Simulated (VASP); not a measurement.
## Ta: equation of state with PBEsol

Ta:

```
CELL_PARAMETERS angstrom
2.86301 0.00000 0.00000
-1.43151 2.47944 0.00000
0.00000 0.00000 5.10986
ATOMIC_POSITIONS crystal
Ta 0.33333 0.66667 0.25000
Ta 0.66667 0.33333 0.75000
```

This isn't the form of Ta at room conditions, which is bcc.

```json
{
 "Program": "VASP 6.6.1",
 "Task": "equation of state",
 "Functional": "PBEsol",
 "Potentials or basis": "VASP PAW PBE potentials, release 64 (Ta_pv)",
 "Cutoff": "520 eV",
 "k mesh": "10 × 10 × 4",
 "Occupations": "fermi-dirac, width 0.05 eV",
 "Spin": "no spin polarisation"
}
```

```json
{
 "Equilibrium volume": "18.14 Å³/atom",
 "Bulk modulus at fixed shape and positions": "203 GPa",
 "Pressure derivative of the bulk modulus": "3.9 (rough: it moves with the points fitted)"
}
```

Energy against volume, from the lowest point:
```csv
volume (Å³/atom),energy (meV/atom)
17.411,19.89
17.774,4.86
18.137,0.00
18.499,4.35
18.862,17.03
```

All runs of the series together: 100 s on 1 thread of Intel(R) Xeon(R) Platinum 8488C (Sapphire Rapids), with other jobs on the host.

Caveat: the cell was scaled at fixed shape and fractional positions, which overstates the stiffness of a crystal with free parameters, most of all of layers and chains; the PAW data sets were made with another functional, which shifts forces and pressure a little. Spin-orbit coupling is left out, which matters for the levels of Ta.
